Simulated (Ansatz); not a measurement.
The cell is COD entry 9008853, as deposited and not checked against the literature; nothing was relaxed. The listed cell was then made from it by scaling, straining or moving an atom.

InSb: DFT, LDA, all-electron LAPW, scalar-relativistic (Ansatz 0.2.0). What sets it apart from a plain run of this crystal: volume scaled by 0.9405.

Command: `ansatz run input.yaml --threads 1 --pin off --max-ram 3072MiB --backend cpu --events-out ev --progress --plain --runs-dir out` The run took 39 s on 1 thread of Arm Neoverse V1 (shared host), peak memory 0.41 GiB.

```yaml
crystal:
  lattice:
    - [0.0, 3.1735398497, 3.1735398497]
    - [3.1735398497, 0.0, 3.1735398497]
    - [3.1735398497, 3.1735398497, 0.0]
  atoms:
    - { symbol: In, position: [0.0, 0.0, 0.0] }
    - { symbol: Sb, position: [0.75, 0.75, 0.75] }
kpoints:
  mp_grid: { grid: [10, 10, 10] }
scf:
  occupations: { method: fermi_dirac, width: 0.03 }
hamiltonian:
  xc: lda
  pseudopotentials: { kind: all_electron, lapw: { basis_error: 0.00025 } }
output:
  forces: true
  stress: true
  eigenvalues: true
```

Output (standing set-up lines are left out):

```
LAPW: plane waves up to 9.020 Å⁻¹, error target 2.5e-4 eV per atom; small_component_spin mean_spin; In in spheres of 1.377 Å, 21 of its electrons in bands, Dirac shells []; Sb in spheres of 1.371 Å, 23 of its electrons in bands, Dirac shells []
Crystal: 2 atoms, lattice volume = 63.924 Å³
Basis set: ecut = 309.9718567984027 eV, 821 PW (Γ), exchange–correlation at level 2
Space group: F-43m (ITA 216), of the structure as read, at distance tolerance 4.0e-5 Å
iter 1 solved again at ethr=8.85e-4 eV; its pass at ethr=1.00e-1 eV (dr2=3.89e-1 eV) is discarded
SCF iter   1: F=—  HF=-336125.457595 eV  |F-HF|=—  |Δ(HF+E_count)|=         —  Δρ=2.03e-2  dr2=3.91e-1  ethr=8.85e-4  ⟨swp⟩=2.2  Hψ=8168  notcnv=0
preconditioner: auto → none  [insulator: Δε(μ)=0.148 eV  Ē_g=14.651 eV  σ=0.030 eV  W_gap=0.82  n_scr=14 (ndim 8)  ℏωp=19.7 eV  f_vac=0.126  D(μ)=0.02/eV (n_scr^D=0)  ε∞_Penn≈2.8]
SCF iter   2: F=—  HF=-336125.314758 eV  |F-HF|=—  |Δ(HF+E_count)|=   1.43e-1  Δρ=7.83e-3  dr2=4.31e-2  ethr=8.85e-4  ⟨swp⟩=2.2  Hψ=3774  notcnv=0
SCF iter   3: F=—  HF=-336125.298661 eV  |F-HF|=—  |Δ(HF+E_count)|=   1.61e-2  Δρ=3.03e-3  dr2=6.37e-3  ethr=9.79e-5  ⟨swp⟩=2.0  Hψ=3761  notcnv=0  defer=1
iter 4 solved again at ethr=1.32e-7 eV; its pass at ethr=1.45e-5 eV (dr2=5.81e-5 eV) is discarded
SCF iter   4: F=—  HF=-336125.296051 eV  |F-HF|=—  |Δ(HF+E_count)|=         —  Δρ=3.59e-4  dr2=5.81e-5  ethr=1.32e-7  ⟨swp⟩=2.4  Hψ=6185  notcnv=0
the basis was enlarged: its passes take 364.2 KiB over the memory plan, 1 of 1 planned eigensolver slots
SCF iter   5: F=—  HF=-336125.296028 eV  |F-HF|=—  |Δ(HF+E_count)|=   2.24e-5  Δρ=6.36e-5  dr2=1.70e-6  ethr=1.32e-7  ⟨swp⟩=2.0  Hψ=3526  notcnv=0
SCF iter   6: F=-336125.296029 eV  HF=-336125.296029 eV  |F-HF|=3.99e-8  |Δ(HF+E_count)|=   3.49e-7  Δρ=6.77e-6  dr2=2.33e-8  ethr=3.87e-9  ⟨swp⟩=2.5  Hψ=3554  notcnv=0
SCF 1 converged in 6 iterations: F = -336125.296029 eV  dr2 = 2.33e-8
SCF converged after 6 iterations
Free energy (F): -336125.296029 eV
Harris-Foulkes:  -336125.296029 eV  (|F-HF|=3.99e-8)
Internal energy: -336125.295886 eV  (E = F + TS)
E sigma→0 (E₀):  -336125.295957 eV
Entropy (-TS):   -0.000143 eV (-0.071 meV/atom)
Fermi energy:    10.504601 eV
--- Per-component energies (eV) ---
  E_band       = -1548.307349
  E_kinetic    = 353463.414143
  E_xc         = -8705.038754
  E_electrostatic = -680883.671276  (all electrons and nuclei)
  E_smearing   = -0.000143  (= −TS)
  E_closure    = 0.000000  (closes the sum)
  E_atoms      = -336117.123899  (free atoms, spherical and without spin; not in F)
  Σ components = -336125.296029   (vs F -336125.296029, Δ=0.00e0)
  Basis errors (estimates in eV, not in F): energy 1.0e-4 per atom: plane waves 9.1e-5 (5.5e-5 summed), levels above the bands 1.7e-102, relativity 5.0e-9, radial functions 1.1e-5, core shells 2.2e-7; eigenvalues (radial functions only) 2.8e-7; not estimated: angular momenta, meshes, grids; target (lapw.basis_error) 2.5e-4; muffin-tin radii In 1.377 Å, Sb 1.371 Å
--- Forces (eV/Å), atoms counted from 1 ---
  atom   1  In     0.00000000    -0.00000000     0.00000000
  atom   2  Sb    -0.00000000     0.00000000    -0.00000000
  max |Σ_I F_I| component: 9.25e-18 eV/Å
--- Stress (GPa, compression-positive) ---
        2.536666       0.000000      -0.000000
        0.000000       2.536666       0.000000
       -0.000000       0.000000       2.536666
  P = ⅓ Tr σ = 2.5367 GPa (25.367 kbar)
--- Band table (eV; the first three rows and the last of 47) ---
  k-point 0: bands = ["-132.9139", "-104.7301", "-86.0415", "-86.0415", "-86.0415", "-63.3269", "-63.3269", "-63.3269", "-18.1179", "-18.1179", "-18.1179", "-18.0953", "-18.0953", "-4.1965", "-4.1965", "-4.1965", "-4.0901", "-4.0901", "-0.7301", "10.4131", "10.4794", "10.4794", "10.4794", "13.4032", "13.4032", "13.4032", "16.0827"]
  k-point 1: bands = ["-132.9139", "-104.7301", "-86.0415", "-86.0415", "-86.0415", "-63.3269", "-63.3269", "-63.3269", "-18.1179", "-18.1178", "-18.1178", "-18.0952", "-18.0952", "-4.2032", "-4.1938", "-4.1938", "-4.0905", "-4.0905", "-0.6301", "8.9640", "10.3212", "10.3212", "11.3949", "13.6166", "13.6166", "13.6435", "16.6626"]
  k-point 2: bands = ["-132.9139", "-104.7301", "-86.0415", "-86.0415", "-86.0415", "-63.3269", "-63.3269", "-63.3269", "-18.1180", "-18.1175", "-18.1175", "-18.0950", "-18.0950", "-4.2204", "-4.1868", "-4.1868", "-4.0910", "-4.0910", "-0.3410", "7.4132", "9.9867", "9.9867", "11.4541", "14.0312", "14.0312", "14.6462", "17.3401"]
  k-point 46: bands = ["-132.9139", "-104.7301", "-86.0415", "-86.0415", "-86.0415", "-63.3269", "-63.3269", "-63.3269", "-18.1184", "-18.1169", "-18.1151", "-18.0953", "-18.0934", "-4.2912", "-4.1541", "-4.1432", "-4.1045", "-4.0889", "1.5211", "4.3380", "7.3921", "7.5041", "13.6560", "13.6702", "15.5975", "15.9099", "19.7839"]
```
